A crystal that is squeezed or stretched a little behaves like a spring, so it is natural to suppose that equal steps in volume bring equal steps in pressure. For cadmium telluride the spring is easy to remember: one percent more volume lowers the pressure by about 0.4 GPa. One percent more bond length lowers it by about 1.2 GPa, because volume grows as the cube of length. The spring serves well at the top of the table and badly at the bottom, and the way it fails leads to a better rule.

Zinc-blende CdTe at several volumes, with equal strain along all three axes, computed with Ansatz 0.2.0 using the HSE06 hybrid functional, PAW potentials, a plane-wave cutoff of 420 eV and a 4×4×4 k mesh, without spin–orbit coupling. Pressure is positive in compression and rounded to 0.1 GPa.

| volume (Å³/atom) | shortest distance (Å) | pressure (GPa) |
| --- | --- | --- |
| 34.770 | 2.827 | 0.900 |
| 35.284 | 2.840 | 0.200 |
| 35.286 | 2.841 | 0.200 |
| 36.388 | 2.870 | -0.900 |
| 37.446 | 2.897 | -1.900 |
| 37.501 | 2.899 | -1.900 |
| 40.848 | 2.983 | -4.000 |
| 41.789 | 3.005 | -4.400 |

**The smallest volumes, near zero pressure**

Positive pressure means that the crystal pushes outward and has to be held in; negative pressure means that it has to be pulled. The change of sign lies between the third and fourth rows, at a volume $V_0$ of about 35.5 Å³ per atom. Here the energy has its minimum, and the bonds are 2.85 Å long.

The second and third rows are almost the same cell, taken unstrained from another density functional, r2SCAN. They still carry a pressure of 0.24 GPa before rounding, because the hybrid functional used here prefers a slightly larger crystal. This shows what matters most at small strain: an error of one percent in $V_0$ shifts every estimate near $V_0$ by about 0.4 GPa, more than the whole pressure of these two rows. Spin–orbit coupling is left out of the calculation, and its effect on $V_0$ is untested here.

**The first step into tension**

From 35.286 to 36.388 Å³ per atom the pressure falls by a little over 1 GPa, and the next step of nearly the same size brings less. The crystal softens as it is stretched. The useful measure is the bulk modulus $B=-V\,\mathrm{d}P/\mathrm{d}V$, the change of pressure $P$ per fractional change of volume $V$. It is about 40 GPa at zero pressure, and it drops by about 5 GPa for every GPa of tension.

Both numbers can be read from the slopes between neighbouring rows. A least-squares line through five such slopes, leaving out the two pairs of nearly equal volumes, gives a modulus of 39.5 GPa at zero pressure and a coefficient of 5.1. Rounded, this is the law $B=B_0+5P$ with $B_0=40$ GPa. The five is an average over the table: the slopes fall a little more slowly than that near rest and a little faster under strong tension.

Why it softens is standard bonding theory, which pressures alone do not isolate. When atoms approach, the repulsion between their electron shells climbs steeply; when they separate, the overlap that binds them fades roughly exponentially. The energy curve is therefore steep on the short side and flat on the long side, and its curvature, which sets the stiffness, shrinks as the bonds grow.

The same picture makes a coefficient near 5 plausible. For the exponential binding curve of Rose and Vinet the coefficient at zero pressure is $1+\tfrac{2}{3}d_0/\ell$, where $d_0$ is the bond length at rest and $\ell$ the distance over which the binding fades. If $\ell$ is about half an ångström, a reasonable size for a chemical bond, $d_0/\ell$ is close to six and the coefficient close to five. A crystal with longer bonds and the same $\ell$ should soften faster for the same fractional stretch.

**From softening to a rule**

The law for the modulus can be turned into a pressure in two steps. Writing out the definition of $B$ and separating the variables gives

$$\frac{\mathrm{d}P}{B_0+5P}=-\frac{\mathrm{d}V}{V}.$$

Integrating from zero pressure at $V_0$ then gives the Murnaghan equation,

$$P=\frac{B_0}{5}\left[\left(\frac{V_0}{V}\right)^5-1\right]\approx 8\ \mathrm{GPa}\left[\left(\frac{35.5}{V}\right)^5-1\right],$$

with $V$ in Å³ per atom. For a tiny change of volume the bracket is five times the fractional change, the two fives cancel, and the spring returns. The fifth power needs no calculator: square the ratio, square the result, and multiply once more by the ratio.

Take the row at 36.388 Å³ per atom. The ratio is $35.5/36.388=0.9756$, and its successive powers are

$$0.9756^2=0.952,\qquad 0.952^2=0.906,\qquad 0.906\times0.9756=0.884.$$

The pressure is then $8\times(0.884-1)=-0.93$ GPa, against a computed $-0.92$ GPa. The plain spring gives $-1.00$ GPa, so at this small stretch the correction is real but modest.

**The middle rows**

The rows at 37.446 and 37.501 Å³ per atom share a printed pressure of $-1.9$ GPa only because of rounding; the larger cell is under slightly more tension. The spring now overstates the tension by nearly a fifth of its computed value, while the rule stays within one percent. These rows also give a fair test of $V_0$ and $B_0$. When both are fitted by least squares to the four smallest volumes alone, with the power held at 5, the pressures of the four larger volumes come out within 0.02 GPa. The power itself had been read from slopes over the whole table, so the test does not extend to it.

**The largest volumes**

In the last two rows the softening dominates. At a tension of 4.4 GPa the law for the modulus leaves $40-5\times4.4=18$ GPa, less than half the stiffness at rest. The spring knows nothing of this and overstates the tension in the last row by 61 percent of the computed value.

The last row is the farthest stretch the rule has to cover. It lies outside the small-strain fit, though it did help to set the power. With a ratio of $35.5/41.789=0.8495$ the steps, rounded only for printing, are

$$0.8495^2=0.722,\qquad 0.722^2=0.521,\qquad 0.521\times0.8495=0.442.$$

The estimate is $8\times(0.442-1)=-4.46$ GPa, and the calculation gives $-4.41$ GPa. This miss of 0.05 GPa is the largest in the table, and no row is off by more than three percent of its own pressure. Most of the miss is the price of rounding $B_0$ up to 40 GPa: the constants fitted to the four smallest volumes, with a modulus of 39.48 GPa, miss this row by only 0.005 GPa.

Only here does the choice of power matter much. With the same $V_0$ and $B_0$, a power of 4 would give $-4.79$ GPa in the last row and a power of 6 would give $-4.16$ GPa. Close to $V_0$ all powers merge into the same spring, so a wrong power does little harm there.

The stresses behind these pressures were converged only loosely, but the energies offer a second route. The rise in energy from the unstrained cell at 35.286 Å³ per atom to the largest cell, divided by the gain in volume, gives a mean pressure of $-2.47$ GPa. The rule, averaged over the same span, gives $-2.50$ GPa. Stresses and energies share one mesh of electron wavevectors, so their agreement leaves the quality of that mesh untested.

**Beyond both ends of the table**

Let the volume grow without end, and the rule settles at a tension of 8 GPa. That is impossible, since separated atoms no longer pull on one another. The true tension must pass through a maximum and then fall to zero, and the table stops before that point. An exponential binding curve with the same three constants has such a maximum. It misses the last row by less than three percent, yet at 60 Å³ per atom it gives a tension of 5.1 GPa where the rule gives 7.4 GPa. Neither figure predicts the calculation there: the band gap already shrinks from about 1.6 eV to just under 1 eV across the table and is expected to close near or before such a volume. The fifth power is thus a good summary of moderate stretching, not a law of force between atoms.

On the compressed side the table reaches only 0.9 GPa, and the crystal itself sets the next limit. At a few GPa cadmium telluride changes to a denser structure; with a rough measured value of 3.5 GPa, the rule places this near 33 Å³ per atom on the volume scale of this calculation. Below that volume the formula still returns a number, but for a crystal that is no longer the stable one.

Two conditions matter in practice. The rule assumes equal strain along all three axes, whereas a film stretched only in its plane can relax across its thickness and carries a different stress. It also takes $V_0$ from this calculation, with atoms at rest. The real crystal is expected to be a few percent smaller in volume, even when warm, so a measured volume put into the rule would be misread as compression; for measured cells, 35.5 must give way to the volume measured at zero pressure and at the same temperature.
